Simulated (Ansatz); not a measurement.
All numbers below come from Ansatz 0.2.0, DFT PBE, scalar-relativistic, plane waves, PAW. Settings: cutoff 420 eV, Γ-centred meshes spaced at most about 0.3 Å⁻¹, and about 0.25 Å⁻¹ or finer for metals (2π included), Gaussian smearing. No spin polarisation in the final relaxations.

Temperature and zero-point effects are left out.

Two forms of P were relaxed alike.

A.

```cif
data_structure
_symmetry_space_group_name_H-M 'P4/mbm'
_symmetry_Int_Tables_number 127
_cell_length_a 6.1933
_cell_length_b 6.1933
_cell_length_c 2.4502
_cell_angle_alpha 90.000
_cell_angle_beta 90.000
_cell_angle_gamma 90.000
_cell_volume 93.98
loop_
_atom_site_label
_atom_site_type_symbol
_atom_site_symmetry_multiplicity
_atom_site_Wyckoff_symbol
_atom_site_fract_x
_atom_site_fract_y
_atom_site_fract_z
_atom_site_occupancy
P1 P 2 a 0.50000 0.50000 0.00000 1
P2 P 4 g 0.87036 0.62964 0.00000 1
```

B.

```cif
data_structure
_symmetry_space_group_name_H-M 'P-6c2'
_symmetry_Int_Tables_number 188
_cell_length_a 4.8625
_cell_length_b 4.8625
_cell_length_c 6.4499
_cell_angle_alpha 90.000
_cell_angle_beta 90.000
_cell_angle_gamma 120.000
_cell_volume 132.07
loop_
_atom_site_label
_atom_site_type_symbol
_atom_site_symmetry_multiplicity
_atom_site_Wyckoff_symbol
_atom_site_fract_x
_atom_site_fract_y
_atom_site_fract_z
_atom_site_occupancy
P1 P 6 k 0.98048 0.71424 0.75000 1
P2 P 2 c 0.33333 0.66667 0.50000 1
```

Question: Which form is favoured at zero pressure, and by what margin per atom?

Answer: A is lower, by 204 meV/atom. A has space group P4/mbm (No. 127), 15.7 Å³/atom and no gap on its mesh; B has space group P-6c2 (No. 188), 16.5 Å³/atom and no gap. Counting all near atoms (those within 1.25 times the shortest such distance or 1.15 times the sum of covalent radii; a slash parts the counts of unlike sites), A has P 5/6 and B has P 4/6. The denser one is the lower, and pressure would at first widen the difference. Both come from invented guesses. A third cell relaxed alike, in Fm-3m, lies 13 meV/atom below the lower of the two. The part of the Crystallography Open Database at hand lists P in space groups No. 2, 13, 64, 123; no cell shown has one of them.

Cells relaxed within their symmetry can be saddle points.
